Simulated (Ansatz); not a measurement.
# Thickness series of a NiSi2/Si/CoSi2 junction, part 5 of 6

Wanted: T(E), the conductance and its decay constant for NiSi2/Si/CoSi2. The lower electrode is NiSi2 fluorite(111), the upper one CoSi2 fluorite(111); the barrier is Si diamond(111) (whole bilayers). In the first transport cell, after relaxation, the nearest pair of electrode and barrier is Si–Si at 2.36 Å, along the normal, at the lower face and Si–Si at 2.38 Å, along the normal, at the upper one. All share a net of side 3.84 Å, which strains the lower electrode by +0.0 %, the upper one by +1.3 % and the barrier by -0.7 %, against typed lattice constants near PBE's. The first steps treat the bulk electrodes alone.

Ansatz 0.2.0; PBE DFT, plane waves, PAW files (the session's first sound run).

So far, transmission at the Fermi level (a spin, zone mean): step 5 (the open system: T(E)) 0.0619; step 6 (55 atoms, atomic planes in the barrier 4, gap between the …) 0.150. Also channels of the lower lead: step 5 1.16.

## (7) Conductance, 57 atoms

Level of this step: PBE DFT, plane waves, PAW files; ballistic transmission by layer matching between semi-infinite leads (Ansatz).

System of this step: NiSi2/Si/CoSi2. The cell holds 57 atoms: 40 Si, 8 Ni and 9 Co. Its edges and angles: a = 3.840 Å, b = 3.840 Å, c = 76.462 Å, α = 90.0°, β = 90.0°, γ = 120.0°. Regions: left electrode, 25 atoms (17 Si and 8 Ni); barrier, 6 atoms (6 Si); right electrode, 26 atoms (17 Si and 9 Co). Vacuum lies along c.

Barrier layers are added or taken out in the middle, and the relaxed faces stay.

input.yaml reads:

```yaml
crystal:
  lattice:
    - [3.84, 0.0, 0.0]
    - [-1.92, 3.3255375505, 0.0]
    - [0.0, 0.0, 76.4623379267]
  atoms:
    - { symbol: Si, position: [0.0, 0.0, 0.0915483386] }
    - { symbol: Si, position: [0.66666667, 0.33333333, 0.1119729988] }
    - { symbol: Ni, position: [0.0, 0.0, 0.1224423965] }
    - { symbol: Si, position: [0.33333333, 0.66666667, 0.1329117941] }
    - { symbol: Si, position: [0.0, 0.0, 0.1533364544] }
    - { symbol: Ni, position: [0.33333333, 0.66666667, 0.163805852] }
    - { symbol: Si, position: [0.66666667, 0.33333333, 0.1742752497] }
    - { symbol: Si, position: [0.33333333, 0.66666667, 0.1946999099] }
    - { symbol: Ni, position: [0.66666667, 0.33333333, 0.2051693076] }
    - { symbol: Si, position: [0.0, 0.0, 0.2156387052] }
    - { symbol: Si, position: [0.66666667, 0.33333333, 0.2360633655] }
    - { symbol: Ni, position: [0.0, 0.0, 0.2465327631] }
    - { symbol: Si, position: [0.33333333, 0.66666667, 0.2570021608] }
    - { symbol: Si, position: [0.0, 0.0, 0.2774268211] }
    - { symbol: Ni, position: [0.33333333, 0.66666667, 0.2878962187] }
    - { symbol: Si, position: [0.66666667, 0.33333333, 0.2983656163] }
    - { symbol: Si, position: [0.33333333, 0.66666667, 0.3187902766] }
    - { symbol: Ni, position: [0.66666667, 0.33333333, 0.3292596743] }
    - { symbol: Si, position: [0.0, 0.0, 0.3397290719] }
    - { symbol: Si, position: [0.66666667, 0.33333333, 0.3601537322] }
    - { symbol: Ni, position: [0.0, 0.0, 0.3706231298] }
    - { symbol: Si, position: [0.33333333, 0.66666667, 0.3810925275] }
    - { symbol: Si, position: [0.0, 0.0, 0.4015171877] }
    - { symbol: Ni, position: [0.33333333, 0.66666667, 0.4119865854] }
    - { symbol: Si, position: [0.66666667, 0.33333333, 0.4233598842] }
    - { symbol: Si, position: [0.66666667, 0.33333333, 0.4542141166] }
    - { symbol: Si, position: [0.0, 0.0, 0.4646357835] }
    - { symbol: Si, position: [0.0, 0.0, 0.4956970859] }
    - { symbol: Si, position: [0.33333333, 0.66666667, 0.5060716301] }
    - { symbol: Si, position: [0.33333333, 0.66666667, 0.5371379301] }
    - { symbol: Si, position: [0.66666667, 0.33333333, 0.5474572585] }
    - { symbol: Si, position: [0.66666667, 0.33333333, 0.5785888849] }
    - { symbol: Co, position: [0.0, 0.0, 0.5877165783] }
    - { symbol: Si, position: [0.33333333, 0.66666667, 0.5974767428] }
    - { symbol: Si, position: [0.0, 0.0, 0.6180482992] }
    - { symbol: Co, position: [0.33333333, 0.66666667, 0.6278084637] }
    - { symbol: Si, position: [0.66666667, 0.33333333, 0.6375686282] }
    - { symbol: Si, position: [0.33333333, 0.66666667, 0.6581401846] }
    - { symbol: Co, position: [0.66666667, 0.33333333, 0.6679003491] }
    - { symbol: Si, position: [0.0, 0.0, 0.6776605136] }
    - { symbol: Si, position: [0.66666667, 0.33333333, 0.69823207] }
    - { symbol: Co, position: [0.0, 0.0, 0.7079922345] }
    - { symbol: Si, position: [0.33333333, 0.66666667, 0.717752399] }
    - { symbol: Si, position: [0.0, 0.0, 0.7383239554] }
    - { symbol: Co, position: [0.33333333, 0.66666667, 0.7480841199] }
    - { symbol: Si, position: [0.66666667, 0.33333333, 0.7578442844] }
    - { symbol: Si, position: [0.33333333, 0.66666667, 0.7784158408] }
    - { symbol: Co, position: [0.66666667, 0.33333333, 0.7881760053] }
    - { symbol: Si, position: [0.0, 0.0, 0.7979361698] }
    - { symbol: Si, position: [0.66666667, 0.33333333, 0.8185077262] }
    - { symbol: Co, position: [0.0, 0.0, 0.8282678907] }
    - { symbol: Si, position: [0.33333333, 0.66666667, 0.8380280552] }
    - { symbol: Si, position: [0.0, 0.0, 0.8585996115] }
    - { symbol: Co, position: [0.33333333, 0.66666667, 0.868359776] }
    - { symbol: Si, position: [0.66666667, 0.33333333, 0.8781199406] }
    - { symbol: Si, position: [0.33333333, 0.66666667, 0.8986914969] }
    - { symbol: Co, position: [0.66666667, 0.33333333, 0.9084516614] }
kpoints:
  mp_grid: { grid: [8, 8, 1] }
scf:
  occupations: { method: fermi_dirac, width: 0.1 }
  max_iter: 150
hamiltonian:
  xc: pbe
output:
  transmission:
    kmesh: [24, 24]
    e_range: [-0.26, 0.27]
    de: 0.0375
    leads: [[10, 13], [43, 46]]
```

The run is started by

```bash
> ansatz run input.yaml --threads 8 --pin off --max-ram 24576MiB --backend cpu --events-out ev --progress --plain --runs-dir out
```

Numbers of over 12 decimals in the logs are rounded to 6 here.

Log:

```text
[...]
Crystal: 57 atoms, lattice volume = 976.429 Å³
Basis set: ecut = 420 eV, 19047 PW (Γ)
Bands: 286, of which v1, the nominal top of the filled ones, is band 229 counted from 1 (228 counted from 0)
Symmetry: 6 space group operations
[...]
k-points: 10 of 64 (time reversal used)
[...]
SCF iter   1: F=—  HF=-118302.139312 eV  |F-HF|=—  |Δ(HF+E_count)|=         —  Δρ=1.04e-2  dr2=1.93e1  ethr=1.77e-3  ⟨swp⟩=9.1  Hψ=14845  notcnv=0  defer=119
[...]
SCF iter  14: F=-118301.957228 eV  HF=-118301.957228 eV  |F-HF|=5.98e-8  |Δ(HF+E_count)|=   1.81e-8  Δρ=2.79e-6  dr2=6.08e-8  ethr=2.19e-11  ⟨swp⟩=22.1  Hψ=13743  notcnv=0
SCF 1 converged in 14 iterations: F = -118301.957228 eV  dr2 = 6.08e-8
[...]
transmission: 338 of 3355 steps passed
transmission: 676 of 3355 steps passed
[...]
transmission: 3355 of 3355 steps passed
SCF converged after 14 iterations
Free energy (F): -118301.957228 eV
[...]
Internal energy: -118301.312647 eV  (E = F + TS)
E sigma→0 (E₀):  -118301.634937 eV
Entropy (-TS):   -0.644580 eV (-11.308 meV/atom)
Fermi energy:    8.717037 eV
[...]
--- Band table (eV; the first three rows and the last of 10) ---
  k-point 0: bands = [... 225 lower, 9.9601, 9.9786, 10.1230, 10.1230, 10.1475, 10.2460, 10.3647, 10.3647, ... 53 higher]
  k-point 1: bands = [... 225 lower, 9.5530, 9.6144, 9.6332, 9.7228, 9.8065, 9.8364, 9.8855, 10.0508, ... 53 higher]
  k-point 2: bands = [... 225 lower, 8.7379, 8.8257, 8.8676, 8.9561, 9.0077, 9.1624, 9.1913, 9.3919, ... 53 higher]
  k-point 9: bands = [... 225 lower, 7.9015, 8.0344, 8.1299, 8.1584, 8.2254, 8.2413, 8.2674, 8.2808, ... 53 higher]
--- Transmission ---
  basis      : 109 plane waves across, 55 finite elements along
  points     : 61, standing for a mesh of 24 x 24
[...]
filled         : 20.6 meV under the level at which it is neutral
    channels       : 1.060764e0 a spin
[...]
slowest decay  : 0.0358 /Å at (0.2083, 0.1667)
[...]
filled         : 11.9 meV over the level at which it is neutral
    channels       : 1.369792e0 a spin
[...]
slowest decay  : 0.1110 /Å at (0.4167, 0.0833)
  junction   : crystal 0 to crystal 1, 20.43 to 55.67 Å
    transmission   : 7.412220e-2 a spin
[...]
resistance     : 2.1929e-2 Ω µm² beyond half of each lead's own
```

The job ended after 4.4 min (8 threads of Arm Neoverse V2, shared host; peak memory 9.5 GiB; 31 min of CPU time).

This step gave:

* free energy: -118301.9572 eV
* Fermi energy: 8.717 eV
* transmission at the Fermi level (a spin, zone mean): 0.07412
* potential step in the lower lead: 9 meV
* potential step in the upper lead: 5.1 meV
* junction conductance: 4.28e13 S/m²
* error estimates by source, in the log's order: 0.5, 0.1, 15, 6.4, 4.2 %
* resistance-area product beyond the leads: 0.02193 Ω um²

One spin. The transmission, zone mean by energy, zero at the Fermi level:

```csv
energy (eV),"transmission, zone mean"
-0.260,0.0570
-0.223,0.0581
-0.185,0.0708
-0.147,0.0914
-0.110,0.0865
-0.072,0.0798
-0.035,0.0743
0.003,0.0741
0.040,0.0616
0.077,0.0573
0.115,0.0589
0.152,0.0652
0.190,0.0683
0.228,0.0636
0.265,0.0679
```

One spin. Open channels, zone mean against energy, zero at the Fermi level:

```csv
energy (eV),lower lead,upper lead
-0.260,0.842,1.60
-0.223,0.852,1.55
-0.185,0.915,1.47
-0.147,0.946,1.45
-0.110,1.01,1.42
-0.072,1.03,1.37
-0.035,1.03,1.35
0.003,1.06,1.37
0.040,1.06,1.28
0.077,1.08,1.23
0.115,1.13,1.21
0.152,1.15,1.20
0.190,1.19,1.20
0.228,1.26,1.17
0.265,1.28,1.12
```

Transmission over k1 and k2. At 0.0025 eV from the Fermi level.

Ten even steps from '_' (0.000) to '@' (0.511):
```
________________________________________________
________________________________________________
____________@@____@@____________________________
________..==..______..==..______________________
________==**--........--**==____________________
______@@..----..::..::..----..@@________________
__________....----____----....__________________
__________..::--==--__--==--::..________________
______@@__....__----####----__....__@@__________
________....::____##%%@@%%##____::....__________
________==--..----##@@====@@##----..--==________
________..**----==--%%==__==%%--==----**..______
__________==--..----##@@====@@##----..--==______
____________....::____##%%@@%%##____::....______
____________@@__....__----####----__....__@@____
__________________..::--==--__--==--::..________
____________________....----____----....________
__________________@@..----..::..::..----..@@____
______________________==**--........--**==______
________________________..==..______..==..______
______________________________@@____@@__________
________________________________________________
________________________________________________
________________________________________________
```
Columns: k1 (b1) from -0.5 to 0.458; rows upwards: k2 (b2) from -0.5 to 0.458.

G = 4.3e13 S/m² (1/G = 0.0233 Ω µm²), 0.49 times the step before of this kind. The largest error estimate is 15 %, from the mesh across the current. In the worse lead the potential repeats within 9 meV, which the program lets pass, though it still puts 6.4 % of error on the junction's conductance through them.

## (8) Conductance on a fine mesh, atomic planes in the barrier 8, gap between the electrodes 15.04 Å

System of this step: NiSi2/Si/CoSi2. The cell holds 59 atoms: 42 Si, 8 Ni and 9 Co. Its edges and angles: a = 3.840 Å, b = 3.840 Å, c = 79.631 Å, α = 90.0°, β = 90.0°, γ = 120.0°. Regions: left electrode, 25 atoms (17 Si and 8 Ni); barrier, 8 atoms (8 Si); right electrode, 26 atoms (17 Si and 9 Co). Vacuum lies along c.

Barrier layers are added or taken out in the middle, and the relaxed faces stay.

input.yaml reads:

```yaml
crystal:
  lattice:
    - [3.84, 0.0, 0.0]
    - [-1.92, 3.3255375505, 0.0]
    - [0.0, 0.0, 79.6310017578]
  atoms:
    - { symbol: Si, position: [0.0, 0.0, 0.087905462] }
    - { symbol: Si, position: [0.66666667, 0.33333333, 0.1075173875] }
    - { symbol: Ni, position: [0.0, 0.0, 0.1175701886] }
    - { symbol: Si, position: [0.33333333, 0.66666667, 0.1276229897] }
    - { symbol: Si, position: [0.0, 0.0, 0.1472349152] }
    - { symbol: Ni, position: [0.33333333, 0.66666667, 0.1572877163] }
    - { symbol: Si, position: [0.66666667, 0.33333333, 0.1673405174] }
    - { symbol: Si, position: [0.33333333, 0.66666667, 0.1869524429] }
    - { symbol: Ni, position: [0.66666667, 0.33333333, 0.197005244] }
    - { symbol: Si, position: [0.0, 0.0, 0.2070580451] }
    - { symbol: Si, position: [0.66666667, 0.33333333, 0.2266699706] }
    - { symbol: Ni, position: [0.0, 0.0, 0.2367227717] }
    - { symbol: Si, position: [0.33333333, 0.66666667, 0.2467755727] }
    - { symbol: Si, position: [0.0, 0.0, 0.2663874983] }
    - { symbol: Ni, position: [0.33333333, 0.66666667, 0.2764402993] }
    - { symbol: Si, position: [0.66666667, 0.33333333, 0.2864931004] }
    - { symbol: Si, position: [0.33333333, 0.66666667, 0.3061050259] }
    - { symbol: Ni, position: [0.66666667, 0.33333333, 0.316157827] }
    - { symbol: Si, position: [0.0, 0.0, 0.3262106281] }
    - { symbol: Si, position: [0.66666667, 0.33333333, 0.3458225536] }
    - { symbol: Ni, position: [0.0, 0.0, 0.3558753547] }
    - { symbol: Si, position: [0.33333333, 0.66666667, 0.3659281558] }
    - { symbol: Si, position: [0.0, 0.0, 0.3855400813] }
    - { symbol: Ni, position: [0.33333333, 0.66666667, 0.3955928824] }
    - { symbol: Si, position: [0.66666667, 0.33333333, 0.4065136168] }
    - { symbol: Si, position: [0.66666667, 0.33333333, 0.4361401025] }
    - { symbol: Si, position: [0.0, 0.0, 0.4461470722] }
    - { symbol: Si, position: [0.0, 0.0, 0.4759723883] }
    - { symbol: Si, position: [0.33333333, 0.66666667, 0.4859341103] }
    - { symbol: Si, position: [0.33333333, 0.66666667, 0.5157642252] }
    - { symbol: Si, position: [0.66666667, 0.33333333, 0.5257259472] }
    - { symbol: Si, position: [0.66666667, 0.33333333, 0.555556062] }
    - { symbol: Si, position: [0.0, 0.0, 0.5654647655] }
    - { symbol: Si, position: [0.0, 0.0, 0.5953576072] }
    - { symbol: Co, position: [0.33333333, 0.66666667, 0.604122093] }
    - { symbol: Si, position: [0.66666667, 0.33333333, 0.6134938826] }
    - { symbol: Si, position: [0.33333333, 0.66666667, 0.633246859] }
    - { symbol: Co, position: [0.66666667, 0.33333333, 0.6426186486] }
    - { symbol: Si, position: [0.0, 0.0, 0.6519904382] }
    - { symbol: Si, position: [0.66666667, 0.33333333, 0.6717434146] }
    - { symbol: Co, position: [0.0, 0.0, 0.6811152042] }
    - { symbol: Si, position: [0.33333333, 0.66666667, 0.6904869939] }
    - { symbol: Si, position: [0.0, 0.0, 0.7102399702] }
    - { symbol: Co, position: [0.33333333, 0.66666667, 0.7196117599] }
    - { symbol: Si, position: [0.66666667, 0.33333333, 0.7289835495] }
    - { symbol: Si, position: [0.33333333, 0.66666667, 0.7487365259] }
    - { symbol: Co, position: [0.66666667, 0.33333333, 0.7581083155] }
    - { symbol: Si, position: [0.0, 0.0, 0.7674801051] }
    - { symbol: Si, position: [0.66666667, 0.33333333, 0.7872330815] }
    - { symbol: Co, position: [0.0, 0.0, 0.7966048711] }
    - { symbol: Si, position: [0.33333333, 0.66666667, 0.8059766607] }
    - { symbol: Si, position: [0.0, 0.0, 0.8257296371] }
    - { symbol: Co, position: [0.33333333, 0.66666667, 0.8351014267] }
    - { symbol: Si, position: [0.66666667, 0.33333333, 0.8444732164] }
    - { symbol: Si, position: [0.33333333, 0.66666667, 0.8642261927] }
    - { symbol: Co, position: [0.66666667, 0.33333333, 0.8735979824] }
    - { symbol: Si, position: [0.0, 0.0, 0.882969772] }
    - { symbol: Si, position: [0.66666667, 0.33333333, 0.9027227484] }
    - { symbol: Co, position: [0.0, 0.0, 0.912094538] }
kpoints:
  mp_grid: { grid: [8, 8, 1] }
scf:
  occupations: { method: fermi_dirac, width: 0.1 }
  max_iter: 150
hamiltonian:
  xc: pbe
output:
  transmission:
    kmesh: [24, 24]
    e_range: [-0.26, 0.27]
    de: 0.0375
    leads: [[10, 13], [45, 48]]
```

Log:

```text
[...]
Crystal: 59 atoms, lattice volume = 1016.893 Å³
Basis set: ecut = 420 eV, 19851 PW (Γ)
Bands: 292, of which v1, the nominal top of the filled ones, is band 233 counted from 1 (232 counted from 0)
Symmetry: 6 space group operations
[...]
k-points: 10 of 64 (time reversal used)
[...]
channels       : 1.060764e0 a spin
[...]
slowest decay  : 0.0360 /Å at (0.2083, 0.1667)
[...]
filled         : 11.9 meV over the level at which it is neutral
    channels       : 1.369792e0 a spin
[...]
slowest decay  : 0.1112 /Å at (0.4167, 0.0833)
  junction   : crystal 0 to crystal 1, 20.43 to 58.84 Å
    transmission   : 3.540617e-2 a spin
[...]
resistance     : 4.7413e-2 Ω µm² beyond half of each lead's own
[key lines of the parts left out:]
SCF converged after 14 iterations
Free energy (F): -119573.572651 eV
Fermi energy:    8.623379 eV
```

It took 4.6 min on 8 threads; peak memory 10 GiB; 31 min of CPU time.

One spin. Transmission, zone mean against energy, zero at the Fermi level:

```csv
energy (eV),"transmission, zone mean"
-0.260,0.0259
-0.223,0.0251
-0.185,0.0300
-0.147,0.0415
-0.110,0.0402
-0.072,0.0375
-0.035,0.0377
0.003,0.0354
0.040,0.0277
0.077,0.0250
0.115,0.0246
0.152,0.0263
0.190,0.0276
0.228,0.0258
0.265,0.0279
```

G = 2.0e13 S/m² (1/G = 0.0488 Ω µm²), 0.48 times the step before of this kind. The largest error estimate is 21 %, from the mesh across the current. In the worse lead the potential repeats within 8.9 meV, which the program lets pass, though it still puts 8.4 % of error on the junction's conductance through them.

[end of part 5 of 6]

[Logs are printed without paths, hosts, clocks, repeated set-up lines and the standing remarks that a program may print on its own settings, such as how far it seeks lower states.]

[Hosts, paths, dates, database ids (printed as entryN), source tags and the programs' standing remarks are cut or masked in the printed files.]
